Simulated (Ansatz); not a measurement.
Here is an Ansatz 0.2.0 calculation.

input.yaml

```yaml
crystal:
  lattice:
    - [3.724, 0.0, 0.0]
    - [-1.862, 3.2250786037, 0.0]
    - [0.0, 0.0, 5.062]
  atoms:
    - { symbol: Pt, position: [0.0, 0.0, 0.0] }
    - { symbol: Se, position: [0.6666666667, 0.3333333333, 0.75] }
    - { symbol: Se, position: [0.3333333333, 0.6666666667, 0.25] }
hamiltonian:
  xc: pbesol
  pseudopotentials: { kind: paw }
kpoints:
  mp_grid: { grid: [6, 6, 4] }
scf:
  occupations: { method: fermi_dirac, width: 0.05 }
output:
  forces: true
  stress: true
elastic:
  mode: clamped_ion
  stencil: two_point
```

Potentials or basis: Ansatz PAW.

Run with:

```console
$ ansatz run input.yaml --threads 2 --pin off --max-ram 5632MiB --backend cpu --events-out ev --progress --plain --runs-dir out
```

What does it give for the Voigt bulk modulus?

137 GPa.

What does it give for the largest force?

0.328 eV/Å.

Estimate the pressure.

2.1 GPa.

Estimate the band gap on the k mesh.

none (metal or under the smearing width).

Forces in eV/Å, atoms in the order of the input:
```
Pt   0.000  0.000  0.000
Se   0.000  0.000 -0.328
Se   0.000  0.000  0.328
```

Caveat: elastic constants of metals need much finer meshes, so these are rough; the PAW data sets come from PBE, with cores solved anew for the run's functional, which leaves a small shift of forces and pressure. The run has no spin-orbit coupling, so splittings on Pt are missing.
